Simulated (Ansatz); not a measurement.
The system is CdF2.

```
CELL_PARAMETERS angstrom
0.00000 2.69400 2.69400
2.69400 0.00000 2.69400
2.69400 2.69400 0.00000
ATOMIC_POSITIONS crystal
Cd 0.00000 0.00000 0.00000
F 0.75000 0.75000 0.75000
F 0.25000 0.25000 0.25000
```

Program: Ansatz 0.2.0. Alike in all runs: task band structure; potentials or basis Ansatz PAW; no spin polarisation; cell as given; k mesh 5 × 5 × 5; smearing fermi-dirac 0.05 eV.

Question: Order these runs on this cell by their band gap on the k mesh, lowest first.
A. level PBE0; cutoff (eV) 420; points for each segment of the path 4
B. level HSE06; cutoff (eV) 420; points for each segment of the path 4
C. level r2SCAN; cutoff (eV) 500; points for each segment of the path 14
D. level revPBE; cutoff (eV) 420; points for each segment of the path 14
E. level LDA; cutoff (eV) 420; points for each segment of the path 14

Answer: E (2.89 eV), D (3.34 eV), C (3.88 eV), B (5.30 eV), A (6.05 eV).

Caveats: the k mesh misses the band edges, so the gap on the mesh is wider than the one along the path.
